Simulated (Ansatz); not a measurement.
Y under changes of volume

One of the cells (33.012 Å³/atom); the others are scaled copies at fixed shape and fractional positions:

```
Y
1.0
     3.64740    0.00000    0.00000
    -1.82370    3.15874    0.00000
     0.00000    0.00000    5.73060
Y
2
Direct
  0.66667 0.33333 0.75000
  0.33333 0.66667 0.25000
```

```yaml
Program: Ansatz 0.2.0
Functional: PBE
Potentials_or_basis: Ansatz PAW
Cutoff: "420 eV (not typed: the program's choice for these potentials)"
k_mesh: 8 × 8 × 5
Occupations: fermi-dirac, width 0.05 eV
Spin: no spin polarisation
```

```tsv
volume (Å³/atom)	energy over the lowest point (meV/atom)	pressure (GPa)
31.031	?	?
31.691	5.79	1.6
32.351	1.11	0.7
33.012	0.00	-0.1
33.672	2.19	-0.9
34.332	7.44	-1.6
34.992	15.50	-2.3
```

Question: What does the run at 31.031 Å³/atom give?

Answer: Energy over the lowest point 14.28 meV/atom; pressure 2.6 GPa.

Worked out: A Birch-Murnaghan fit of order 3 (a polynomial in V^(-2/3)) to the other rows has its minimum at 32.90 Å³/atom with B0 = V·E''(V) = 40 GPa and B' = 2.9 at fixed shape and positions, which overstates the stiffness. It gives 14.33 meV/atom at 31.031 Å³/atom, against the run's 14.28, and -dE/dV = 2.6 GPa, against 2.6.

Energies are extrapolated to zero smearing.
